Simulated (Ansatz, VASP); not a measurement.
## CdS (Greenockite): VASP beside Ansatz

One calculation is typed for both programs; each brings its own data sets and cutoff. How far apart do they land?

Main program and level: Ansatz 0.2.0; plane waves, with VASP 6.6.1 beside it; relaxation of cell and atoms at PBE with D3(BJ) and relaxation of cell and atoms at revPBE with D3(BJ).

The database entry behind the starting cell differs from later determinations by our own check (about 0.35 % long), so it need not match the best structure at ambient conditions.

## (1) The starting structure

The structure is hexagonal, space group P6_3mc (No. 186). The conventional cell has a = 4.150 Å, b = 4.150 Å, c = 6.737 Å, α = 90.00°, β = 90.00°, γ = 120.00°. Cd has 4 S at 2.53 to 2.54 Å nearest. Nearest to S lie 4 Cd at 2.53 to 2.54 Å. Farther neighbours and most contacts between anions are not listed.

Structure file:

```cif
data_structure
_symmetry_space_group_name_H-M 'P 1'
_symmetry_Int_Tables_number 1
_cell_length_a 4.1500
_cell_length_b 4.1500
_cell_length_c 6.7370
_cell_angle_alpha 90.000
_cell_angle_beta 90.000
_cell_angle_gamma 120.000
_cell_volume 100.48
loop_
_atom_site_label
_atom_site_type_symbol
_atom_site_fract_x
_atom_site_fract_y
_atom_site_fract_z
_atom_site_occupancy
Cd1 Cd 0.33333 0.66667 0.00000 1
Cd2 Cd 0.66667 0.33333 0.50000 1
S3 S 0.33333 0.66667 0.37500 1
S4 S 0.66667 0.33333 0.87500 1
```

## (2) VASP: relaxation of cell and atoms, PBE with D3(BJ)

The relaxed volume is the usual yardstick between codes: its relative difference is about their pressure difference at one cell divided by the bulk modulus.

Lines of VASP's logs that name or quote its potential files are left out, and so is its time.

The input, INCAR:

```
SYSTEM = CdS
PREC = Accurate
ENCUT = 520
EDIFF = 1E-06
NELM = 100
ISMEAR = -1
SIGMA = 0.05
LREAL = .FALSE.
ALGO = Normal
GGA = PE
IVDW = 12
NBANDS = 24
LORBIT = 11
LWAVE = .FALSE.
LCHARG = .FALSE.
KPAR = 4
IBRION = 2
NSW = 60
ISIF = 3
EDIFFG = -0.01
```

The input, POSCAR:

```
CdS
1.0
    4.1500000000      0.0000000000      0.0000000000
   -2.0750000000      3.5940054257      0.0000000000
    0.0000000000      0.0000000000      6.7370000000
Cd S
2 2
Direct
    0.3333333333      0.6666666667      0.0000000000
    0.6666666667      0.3333333333      0.5000000000
    0.3333333333      0.6666666667      0.3750000000
    0.6666666667      0.3333333333      0.8750000000
```

The input, KPOINTS:

```
Automatic mesh
0
Gamma
7 7 4
0 0 0
```

The projector-augmented-wave data sets are Cd and S (PBE family, release 64).

Launch:

```
$ mpirun -np 4 vasp_std
```

Numbers of over 12 decimals in the logs are rounded to 6 here.

Log:

```text
[banner, memory and clock lines left out]
running    4 mpi-ranks, on    1 nodes
 distrk:  each k-point on    1 cores,    4 groups
 distr:  one band on    1 cores,    1 groups

 POSCAR found type information on POSCAR CdS
 POSCAR found :  2 types and       4 ions
 LDA part: xc-table for (Slater+PW92), standard interpolation
 POSCAR, INCAR and KPOINTS ok, starting setup
 FFT: planning ... GRIDC
 FFT: planning ... GRID_SOFT
 FFT: planning ... GRID
 WAVECAR not read
 entering main loop
       N       E                     dE             d eps       ncg     rms          rms(c)
DAV:   1     0.249844306138E+03    0.24984E+03   -0.17814E+04  1152   0.138E+03
DAV:   2    -0.707313741381E+00   -0.25055E+03   -0.24335E+03  1352   0.338E+02
DAV:   3    -0.132351985832E+02   -0.12528E+02   -0.12487E+02  1440   0.772E+01
DAV:   4    -0.133534827682E+02   -0.11828E+00   -0.11826E+00  1360   0.741E+00
DAV:   5    -0.133556927936E+02   -0.22100E-02   -0.22099E-02  1480   0.959E-01    0.112E+01
DAV:   6    -0.122881599508E+02    0.10675E+01   -0.22177E+00  1512   0.154E+01    0.884E+00
DAV:   7    -0.122710980898E+02    0.17062E-01   -0.80769E-01  1344   0.497E+00    0.399E+00
DAV:   8    -0.122674866960E+02    0.36114E-02   -0.10678E-01  1288   0.335E+00    0.546E-01
DAV:   9    -0.122658479521E+02    0.16387E-02   -0.18843E-02  1456   0.175E+00    0.164E-01
DAV:  10    -0.122660263810E+02   -0.17843E-03   -0.14953E-03  1336   0.405E-01    0.117E-01
DAV:  11    -0.122661245485E+02   -0.98168E-04   -0.20948E-04  1432   0.101E-01    0.105E-01
DAV:  12    -0.122661716062E+02   -0.47058E-04   -0.15467E-04  1248   0.659E-02    0.247E-02
DAV:  13    -0.122661753951E+02   -0.37889E-05   -0.15191E-05  1448   0.292E-02    0.690E-03
DAV:  14    -0.122661760822E+02   -0.68711E-06   -0.30454E-06  1072   0.171E-02
   1 F= -.13475358E+02 E0= -.13475358E+02  d E =-.134754E+02
 curvature:   0.00 expect dE= 0.000E+00 dE for cont linesearch  0.000E+00
 trial: gam= 0.00000 g(F)=  0.876E-03 g(S)=  0.235E-02 ort = 0.000E+00 (trialstep = 0.100E+01)
 search vector abs. value=  0.322E-02
 bond charge predicted
       N       E                     dE             d eps       ncg     rms          rms(c)
DAV:   1    -0.122891803380E+02   -0.23005E-01   -0.71780E-01  1160   0.674E+00    0.940E-01
DAV:   2    -0.122775771747E+02    0.11603E-01   -0.40891E-02  1352   0.222E+00    0.360E-01
DAV:   3    -0.122756250828E+02    0.19521E-02   -0.35794E-03  1336   0.491E-01    0.275E-01
DAV:   4    -0.122750880772E+02    0.53701E-03   -0.79357E-04  1368   0.212E-01    0.552E-02
DAV:   5    -0.122750623748E+02    0.25702E-04   -0.12990E-04  1368   0.115E-01    0.323E-02
DAV:   6    -0.122750618097E+02    0.56514E-06   -0.13729E-05  1384   0.288E-02    0.169E-02
DAV:   7    -0.122750617547E+02    0.54987E-07   -0.15711E-06   816   0.136E-02
   2 F= -.13476636E+02 E0= -.13476636E+02  d E =-.127801E-02
 trial-energy change:   -0.001278  1 .order   -0.001281   -0.003223    0.000662
 step:   0.8296(harm=  0.8296)  dis= 0.00270  next Energy=   -13.476695 (dE=-0.134E-02)
 bond charge predicted
       N       E                     dE             d eps       ncg     rms          rms(c)
DAV:   1    -0.122742329631E+02    0.82885E-03   -0.20659E-02  1152   0.114E+00    0.159E-01
DAV:   2    -0.122738878131E+02    0.34515E-03   -0.11878E-03  1368   0.376E-01    0.598E-02
DAV:   3    -0.122738327604E+02    0.55053E-04   -0.10756E-04  1344   0.842E-02    0.453E-02
DAV:   4    -0.122738228862E+02    0.98742E-05   -0.22109E-05  1360   0.355E-02    0.939E-03
DAV:   5    -0.122738232396E+02   -0.35346E-06   -0.36201E-06  1176   0.198E-02
   3 F= -.13476690E+02 E0= -.13476690E+02  d E =-.133152E-02
 curvature:  -0.41 expect dE=-0.372E-05 dE for cont linesearch -0.149E-06
 trial: gam=-0.00776 g(F)=  0.681E-05 g(S)=  0.217E-05 ort = 0.340E-04 (trialstep = 0.966E+00)
 search vector abs. value=  0.864E-05
 reached required accuracy - stopping structural energy minimisation
```

OUTCAR, selected parts (step 2):

```text
ion  position               nearest neighbor table
   1  0.333  0.667  0.000-   3 2.53   4 2.54   4 2.54   4 2.54
   2  0.667  0.333  0.500-   4 2.53   3 2.54   3 2.54   3 2.54
   3  0.333  0.667  0.375-   1 2.53   2 2.54   2 2.54   2 2.54
   4  0.667  0.333  0.875-   2 2.53   1 2.54   1 2.54   1 2.54

  LATTYP: Found a hexagonal cell.
 ALAT       =     4.1500000000
 C/A-ratio  =     1.6233734940

 Subroutine GETGRP returns: Found 12 space group operations
 (whereof  6 operations were pure point group operations)

The static configuration has the point symmetry C_3v.
 The point group associated with its full space group is C_6v.

 Found     24 irreducible k-points:

   k-points           NKPTS =     24   k-points in BZ     NKDIM =     24   number of bands    NBANDS=     24

   dimension x,y,z NGX =    32 NGY =   32 NGZ =   50
   dimension x,y,z NGXF=    64 NGYF=   64 NGZF=  100

   ENCUT  =  520.0 eV  38.22 Ry    6.18 a.u.   7.72  7.72 12.53*2*pi/ulx,y,z

   NELECT =      36.0000    total number of electrons

 k-points in reciprocal lattice and weights: Automatic mesh
   0.00000000  0.00000000  0.00000000       0.005
   0.14285714 -0.00000000  0.00000000       0.031
   0.28571429 -0.00000000  0.00000000       0.031
   0.42857143 -0.00000000  0.00000000       0.031
   0.14285714  0.14285714  0.00000000       0.031
   0.28571429  0.14285714  0.00000000       0.061
   0.42857143  0.14285714  0.00000000       0.031
   0.28571429  0.28571429  0.00000000       0.031
   0.00000000  0.00000000  0.25000000       0.010
[...]
0.42857143  0.14285714  0.50000000       0.031
   0.28571429  0.28571429  0.50000000       0.031

 Edisp (eV)   -1.20157

 average (electrostatic) potential at core
       1 -39.3967       2 -39.3967       3 -89.2710       4 -89.2710

 E-fermi :   1.7916

 k-point     1 :       0.0000    0.0000    0.0000
  band No.  band energies     occupation
    ...
     14       0.4340      2.00000
     15       0.4340      2.00000
     16       1.1199      2.00000
     17       1.1699      1.99999
     18       1.1699      1.99999
     19       2.3530      0.00003
     20       3.9640      0.00000
     21       7.6572      0.00000
     22       7.6572      0.00000
     23       7.9334      0.00000
    ...

 k-point     2 :       0.1429   -0.0000    0.0000
  band No.  band energies     occupation
    ...
     14      -0.3153      2.00000
     15       0.1925      2.00000
     16       0.1978      2.00000
     17       0.9772      2.00000
     18       1.0319      2.00000
     19       3.2910      0.00000
     20       4.6575      0.00000
     21       7.0658      0.00000
     22       7.9399      0.00000
     23       8.0686      0.00000
    ...

 k-point     3 :       0.2857   -0.0000    0.0000
  band No.  band energies     occupation
    ...
     14      -1.4748      2.00000
     15      -1.0287      2.00000
     16      -0.2703      2.00000
     17       0.5510      2.00000
     18       0.7186      2.00000
     19       4.3415      0.00000
     20       5.2056      0.00000
     21       6.6193      0.00000
     22       7.4413      0.00000
     23       8.2516      0.00000
    ...

 Edisp (eV)   -1.20287

  Total      -0.00779    -0.00779    -0.00765     0.00000     0.00000     0.00000
  in kB      -0.12364    -0.12364    -0.12136     0.00000     0.00000     0.00000
  external pressure =       -0.12 kB  Pullay stress =        0.00 kB

  energy-cutoff  :      520.00
  volume of cell :      100.95
      direct lattice vectors                 reciprocal lattice vectors
     4.150574872  0.000000000  0.000000000     0.240930481  0.139101278 -0.000000000
    -2.075287436  3.594503280  0.000000000     0.000000000  0.278202556  0.000000000
     0.000000000  0.000000000  6.766705046     0.000000000  0.000000000  0.147782413

 POSITION                                       TOTAL-FORCE (eV/Angst)
 -----------------------------------------------------------------------------------
     -0.00000      2.39634      6.76399        -0.000000     -0.000000     -0.005939
      2.07529      1.19817      3.38064        -0.000000      0.000000     -0.005939
     -0.00000      2.39634      2.54023         0.000000      0.000000      0.005939
      2.07529      1.19817      5.92358         0.000000      0.000000      0.005939
 -----------------------------------------------------------------------------------
    total drift:                               -0.000000     -0.000000     -0.001012

  FREE ENERGIE OF THE ION-ELECTRON SYSTEM (eV)
  ---------------------------------------------------
  free  energy   TOTEN  =       -13.4766896104 eV

  energy  without entropy=      -13.4766894299  energy(sigma->0) =      -13.47668952

 reached required accuracy - stopping structural energy minimisation

 total charge
# of ion       s       p       d       tot
------------------------------------------
    1        0.422   0.316   9.565  10.303
    2        0.422   0.316   9.565  10.303
    3        1.323   2.398   0.000   3.721
    4        1.323   2.398   0.000   3.721
--------------------------------------------------
tot          3.490   5.428  19.130  28.048

[... 3 further parts left out ...]
```

The run keeps the 12 symmetry operations of its start, so it cannot find a distortion of lower symmetry.

## (3) Ansatz: relaxation of cell and atoms, PBE with D3(BJ)

Ansatz runs on its default PAW (the set named soft_2) files.

The same cell, functional, mesh and smearing now go to Ansatz, which takes its cutoff from its data sets.

The input, input.yaml:

```yaml
crystal:
  lattice:
    - [4.15, 0.0, 0.0]
    - [-2.075, 3.5940054257, 0.0]
    - [0.0, 0.0, 6.737]
  atoms:
    - { symbol: Cd, position: [0.3333333333, 0.6666666667, 0.0] }
    - { symbol: Cd, position: [0.6666666667, 0.3333333333, 0.5] }
    - { symbol: S, position: [0.3333333333, 0.6666666667, 0.375] }
    - { symbol: S, position: [0.6666666667, 0.3333333333, 0.875] }
hamiltonian:
  xc: pbe
  pseudopotentials: { kind: paw }
  dispersion: d3bj
kpoints:
  mp_grid: { grid: [7, 7, 4] }
scf:
  occupations: { method: fermi_dirac, width: 0.05 }
relax:
  f_tol: 0.01
  max_steps: 60
  cell: { stress_tol: 0.05 }
output:
  forces: true
  stress: true
```

Launch:

```
$ ansatz run input.yaml --threads 4 --pin off --max-ram 9216MiB --backend cpu --events-out ev --progress --plain --runs-dir out
```

Log:

```text
Engine: ansatz 0.2.0, aarch64-unknown-linux-gnu
Pseudopotentials: kind: paw
Pseudopotential: Cd, paw, valence charge 20, recommended cutoff 420 eV (normal), Cd.paw.azcp
Pseudopotential: S, paw, valence charge 6, recommended cutoff 420 eV (normal), S.paw.azcp
Functional definition: PBE
  parameter kappa = 0.804
  parameter beta = 0.066725
  exchange = pbe_x(kappa = kappa, mu = beta*pi^2/3)
  correlation = pbe_c(beta = beta)
Crystal: 4 atoms, lattice volume = 100.483 Å³
Basis set: ecut = 420 eV, 1973 PW (Γ), exchange–correlation on 60×60×96 points (8 copies of the dense FFT grid, shifted against one another)
Bands: 32, of which v1, the nominal top of the filled ones, is band 26 counted from 1 (25 counted from 0)
Symmetry: 12 space group operations
Space group: P63mc (ITA 186), of the structure as read, at distance tolerance 4.6e-5 Å
k-points: 24 of 196 (time reversal used)
Non-local potential: Cd, projectors of the file, l = 0: 3, l = 1: 2, l = 2: 2, l = 3: 1
Non-local potential: S, projectors of the file, l = 0: 2, l = 1: 2, l = 2: 2
PAW form: soft (Blöchl's): semilocal exchange-correlation on the pseudo side does not see the compensation charge
PAW one-centre angular grid: Cd, 590 points (default); XC on 64 Gauss nodes
PAW one-centre angular grid: S, 110 points (default); XC on 64 Gauss nodes
Initial density: superposition of atomic densities (neutral atoms: chi_scale 0, normalization atom), corrected by the library's trained network
Initial wavefunctions: pseudopotential atomic-orbital guess
Functional: x = pbe(κ = 0.804, μ = 0.219515), c = pbe(β = 0.066725)
SCF iter   1: F=—  HF=-18316.845552 eV  |F-HF|=—  |Δ(HF+E_count)|=         —  Δρ=6.11e-4  dr2=4.48e-4  ethr=1.77e-3  ⟨swp⟩=6.0  Hψ=3038  notcnv=0
preconditioner: auto → Resta (q_TF=auto, 2.445 Å⁻¹)  ε∞=4.7  [insulator: Δε(μ)=1.190 eV  Ē_g=11.629 eV  σ=0.050 eV  W_gap=1.00  n_scr=22 (ndim 8)  ℏωp=22.2 eV  f_vac=0.131  D(μ)=0.00/eV (n_scr^D=0)  ε∞_Penn≈4.7]
SCF iter   2: F=—  HF=-18316.847115 eV  |F-HF|=—  |Δ(HF+E_count)|=   1.56e-3  Δρ=3.11e-4  dr2=1.19e-4  ethr=8.62e-7  ⟨swp⟩=2.9  Hψ=1618  notcnv=0
SCF iter   3: F=—  HF=-18316.847184 eV  |F-HF|=—  |Δ(HF+E_count)|=   6.84e-5  Δρ=1.09e-4  dr2=9.71e-6  ethr=2.28e-7  ⟨swp⟩=2.0  Hψ=1160  notcnv=0
SCF iter   4: F=—  HF=-18316.847285 eV  |F-HF|=—  |Δ(HF+E_count)|=   1.02e-4  Δρ=4.54e-5  dr2=1.94e-6  ethr=1.87e-8  ⟨swp⟩=2.1  Hψ=1150  notcnv=0
SCF iter   5: F=—  HF=-18316.847289 eV  |F-HF|=—  |Δ(HF+E_count)|=   3.75e-6  Δρ=1.00e-5  dr2=1.27e-7  ethr=3.72e-9  ⟨swp⟩=2.0  Hψ=1160  notcnv=0
SCF iter   6: F=-18316.847289 eV  HF=-18316.847289 eV  |F-HF|=1.05e-8  |Δ(HF+E_count)|=   1.93e-7  Δρ=3.58e-6  dr2=1.86e-8  ethr=1.92e-10  ⟨swp⟩=4.0  Hψ=2544  notcnv=0
SCF 1 converged in 6 iterations: F = -18316.847289 eV  dr2 = 1.86e-8
  greatest PAW one-centre occupation: 1.000 electrons in one spin orbital (limit 2), on the Cd atom at site 0 (counted from 0), in its partial waves of l = 0
relax step   1: F+E_penalty+E_count = -18316.84728941 eV  Δ(F+E_penalty+E_count) = +0.000e0 eV  max|allowed force component| = 6.579e-2 eV/Å  Δτ_max = 0.0000 Å  P = -0.091 GPa  Ω = 100.483 Å³  (6 SCF iters, dr2 threshold 1.00e-7 eV, accepted)
[...]
relax step   2: F+E_penalty+E_count = -18316.84828249 eV  Δ(F+E_penalty+E_count) = -9.931e-4 eV  max|allowed force component| = 2.006e-2 eV/Å  Δτ_max = 0.0017 Å  P = +0.004 GPa  Ω = 100.310 Å³  energy of the carried Pulay correction = +3.942e-5 eV  (3 SCF iters, dr2 threshold 3.02e-7 eV, accepted)
[...]
relax step   3: F+E_penalty+E_count = -18316.84835691 eV  Δ(F+E_penalty+E_count) = -7.441e-5 eV  max|allowed force component| = 2.888e-3 eV/Å  Δτ_max = 0.0015 Å  P = -0.005 GPa  Ω = 100.326 Å³  energy of the carried Pulay correction = +3.575e-5 eV  (4 SCF iters, dr2 threshold 2.52e-8 eV, accepted)
[...]
relax step   4: F+E_penalty+E_count = -18316.84832337 eV  Δ(F+E_penalty+E_count) = +3.354e-5 eV  max|allowed force component| = 2.887e-3 eV/Å  Δτ_max = 0.0000 Å  P = -0.004 GPa  Ω = 100.326 Å³  stress off target by 1.29e-2 GPa  SCF on the basis re-selected at this cell (its energy is not comparable with the rows above)  (5 SCF iters)
basis re-selected at this cell: Δ(F+E_penalty+E_count) = +3.354e-5 eV, ΔP = +0.000 GPa vs the last step (what re-selecting the basis moved, of the pressure what is left beyond the Pulay correction that the steps carried, after the strain that the cell walked since its last selection, with what the two solves' SCF thresholds leave and, on support functions, any second-order correction that the steps lacked; it is no m [...]
SCF converged after 5 iterations
Free energy (F): -18316.848323 eV
Harris-Foulkes:  -18316.848323 eV  (|F-HF|=2.91e-11)
Internal energy: -18316.848323 eV  (E = F + TS)
E sigma→0 (E₀):  -18316.848323 eV
Entropy (-TS):   -0.000000 eV (-0.000 meV/atom)
Fermi energy:    7.384236 eV
--- Per-component energies (eV) ---
  E_band       = -1019.732725
  E_kinetic    = 1223.553470
  E_local      = -8066.870247  (includes V_loc(G=0)·N_el)
  E_nonlocal   = 124.353262
  E_hartree    = 3704.022488
  E_xc         = -547.718581
  E_vxc        = -618.128651  (∫ρ·V_xc dr)
  E_paw        = -9367.634395  (= ΣΔE_a)
  E_vpaw       = -1090.685208  (= ΣTr[D̂ρ^β])
  E_aug_tail   = 0.000031  (compensation charges beyond the density's cutoff)
  E_ewald      = -5385.342745
  E_disp       = -1.211606  (pairwise vdW)
  E_smearing   = -0.000000  (= −TS)
  E_closure    = -0.000000  (closes the sum)
  Σ components = -18316.848323   (vs F -18316.848323, Δ=0.00e0)
--- Forces (eV/Å), atoms counted from 1 ---
  atom   1  Cd     0.00000000    -0.00000000    -0.00288666
  atom   2  Cd     0.00000000     0.00000000    -0.00288666
  atom   3  S     -0.00000000    -0.00000000     0.00288692
  atom   4  S      0.00000000     0.00000000     0.00288692
  max |Σ_I F_I| component: 5.25e-7 eV/Å
--- Stress (GPa, compression-positive) ---
       -0.000262      -0.000000       0.000000
        0.000000      -0.000262       0.000000
        0.000000       0.000000      -0.012860
  P = ⅓ Tr σ = -0.0045 GPa (-0.045 kbar)
--- Relaxed structure (3 steps of the walk, 3 accepted, 1 SCFs on fresh bases) ---
  F+E_penalty+E_count = -18316.84832337 eV   max|allowed force component| = 2.887e-3 eV/Å   (the final SCF, on the basis selected at the relaxed cell)
  cell:  # Å, volume = 100.3257 Å³
    - [4.142137, 0, 2.1486835654653484e-19]
    - [-2.071068, 3.587196, -1.0743417827326424e-19]
    - [3.4881159471207153e-19, 0, 6.752007]
  atoms:
    - { symbol: Cd, position: [0.333333, 0.666667, -0.000465556] }
    - { symbol: Cd, position: [0.666667, 0.333333, 0.499534] }
    - { symbol: S, position: [0.333333, 0.666667, 0.375466] }
    - { symbol: S, position: [0.666667, 0.333333, 0.875466] }
```

Elapsed: 5.2 s, on 4 threads of Arm Neoverse V2, shared host; peak memory 0.53 GiB.

## (4) Comparison

Known differences besides the potentials themselves: both relaxations stop at a tolerance, which leaves soft axes loose, and VASP keeps its plane-wave basis; the data sets hold 52 valence electrons in Ansatz (default PAW (the set named soft_2) files) and 36 in VASP; the cutoff is 420 eV in Ansatz and 520 eV in VASP; VASP leaves aspherical gradient terms in its spheres out (LASPH is not set), Ansatz keeps them; Ansatz adds a Pulay correction to the stress that steers its cell, VASP none. Total energies have different zeros and are not compared.

The two programs side by side:

```csv
quantity,Ansatz,VASP,difference
volume (Å³),100.33,100.95,-0.62 %
"edge a after relaxation, in the typed setting (Å)",4.142,4.151,-0.20 %
"edge c after relaxation, in the typed setting (Å)",6.752,6.767,-0.22 %
```

The walks stopped with 0.00 GPa left in Ansatz and -0.01 GPa in VASP; each walk ends within a tolerance, so the volume difference is uncertain by about these residues over the bulk modulus, most in soft cells.

(Continued in part 2 of 2.)

[Lines on the potential files, build, host, timing and source positions are cut from VASP's logs without a mark.]

[Logs are printed without paths, hosts, clocks, repeated set-up lines and the standing remarks that a program may print on its own settings, such as how far it seeks lower states.]

[Hosts, paths, dates, database ids (printed as entryN), source tags and the programs' standing remarks are cut or masked in the printed files.]
